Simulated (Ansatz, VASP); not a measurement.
# MgB2 in VASP and in Ansatz

INCAR

```
SYSTEM = MgB2
ALGO = Normal ; EDIFF = 1E-7
ENCUT = 520 ; GGA = PS
ISIF = 2 ; ISMEAR = -1
LASPH = .True. ; LCHARG = .False.
LREAL = .False. ; LWAVE = .False.
NBANDS = 11 ; NELM = 60
PREC = Accurate ; SIGMA = 0.05
```

KPOINTS

```
k-points
0
Gamma
  10 10 8
  0 0 0
```

The input POSCAR:

```
MgB2
1.0
    3.1455055572      0.0000000000      0.0000000000
   -1.5727527786      2.7240877203      0.0000000000
    0.0000000000      0.0000000000      3.5920959734
Mg B
1 2
Direct
    0.0000000000      0.0000000000      0.0000000000
    0.6666666667      0.3333333333      0.5000000000
    0.3333333333      0.6666666667      0.5000000000
```

File input.yaml:

```yaml
crystal:
  lattice:
    - [3.1455055572, 0.0, 0.0]
    - [-1.5727527786, 2.7240877203, 0.0]
    - [0.0, 0.0, 3.5920959734]
  atoms:
    - { symbol: Mg, position: [0.0, 0.0, 0.0] }
    - { symbol: B, position: [0.6666666667, 0.3333333333, 0.5] }
    - { symbol: B, position: [0.3333333333, 0.6666666667, 0.5] }
kpoints:
  mp_grid: { grid: [10, 10, 8] }
scf:
  occupations: { method: fermi_dirac, width: 0.05 }
hamiltonian:
  xc: pbesol
  pseudopotentials: { kind: all_electron, lapw: { basis_error: 0.002 } }
output:
  forces: true
  stress: true
  eigenvalues: true
```

Change from the starting cell: volume scaled by 1.06.

Alike in both runs: task single point; functional PBEsol; k mesh 10 × 10 × 8; occupations fermi-dirac, width 0.05 eV; no spin polarisation.

|  | VASP | Ansatz |
| --- | --- | --- |
| version | VASP 6.6.1 | Ansatz 0.2.0 |
| potentials or method | VASP PAW PBE potentials, release 64 (Mg, B) | all-electron LAPW, scalar-relativistic |
| plane-wave cutoff (eV) | 520 | see its input |

VASP gave:

```
gap on the k mesh at the Fermi level (eV)       : none
pressure (GPa)                                  : -10.7
largest component of the traceless stress (GPa) : 1.86
```

Estimate Ansatz's values.

gap on the k mesh at the Fermi level (eV): none; pressure (GPa): -10.6; largest component of the traceless stress (GPa): 2.03.

A gap of «none» marks a metal or a gap that the smearing closes. Ansatz ran all-electron here, so the differences hold the error of VASP's frozen core and of both bases.

Caveats: the PAW data sets were made with another functional, which shifts forces and pressure a little (VASP).
